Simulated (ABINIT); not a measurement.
Input of an ABINIT 10.8.3 (patched build) run:

File run.abi:

```
ndtset 7
getwfk -1
scalecart1 3*0.9795861087
scalecart2 3*0.9864848297
scalecart3 3*0.9932883884
scalecart4 3*1.0000000000
scalecart5 3*1.0066227096
scalecart6 3*1.0131594038
scalecart7 3*1.0196128224

pp_dirpath "./"
pseudos "Pt.upf"

acell 3*1.0
rprim
     0.0000000000     3.7055639578     3.7055639578
     3.7055639578     0.0000000000     3.7055639578
     3.7055639578     3.7055639578     0.0000000000
ntypat 1
znucl 78
natom 1
typat 1
xred
     0.0000000000     0.0000000000     0.0000000000

ecut 42.0

kptopt 1
ngkpt 12 12 12
nshiftk 1
shiftk 0.0 0.0 0.0

ixc -116133

nband 13
occopt 3
tsmear 0.00183747

nstep 100
tolvrs 1.0e-10

iomode 3
prtwf 1
prtden 0
prteig 0
prtebands 0
enunit 1
```

Potentials or basis: PseudoDojo NC SR PBEsol v0.4.1 standard.

Command:

```bash
$ abinit run.abi > log 2>&1
```

(1) What does it give for the bulk modulus?

(2) What does it give for the equilibrium volume?

(3) What does it give for the pressure derivative of the bulk modulus?

## Answers

(1) 287 GPa.

(2) 15.02 Å³/atom.

(3) 5.3.

Caveat: pressures at fixed basis lie under the slope of the energies.
